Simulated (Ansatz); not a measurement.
Consider the following.

```
BaSnO3
1.0
    4.12163     0.00000    -0.13601
    0.00000     4.12163     0.00000
   -0.13601     0.00000     4.12163
Ba Sn O
1 1 3
Cartesian
  0.00000   0.00000   0.00000
  1.99281   2.06082   1.99281
 -0.06801   2.06082   2.06082
  2.06082   2.06082  -0.06801
  1.99281   0.00000   1.99281
```

No spin polarisation.

Method: Kohn–Sham DFT with the PBEsol functional, run in Ansatz (a quantum-chemistry and plane-wave program) with PAW and 420 eV plane waves, spin-orbit coupling left out, earlier PAW set. Γ-centred 8×8×8 mesh, Fermi–Dirac width 0.05 eV.

Predict the pressure, band gap, smallest direct gap and space group.


- Pressure (mean of the normal stresses, compression positive) = 0.34 GPa
- Band gap = 0.72 eV
- Smallest direct gap = 1.06 eV
- Space group = Cmmm (No. 65)

The cells carry an imposed strain or load. No phonon test of stability was made. The cell was made from BaSnO3 in the cubic perovskite structure (space group Pm-3m, No. 221) by this change: tensor shear ε_xz = −3.30 %.
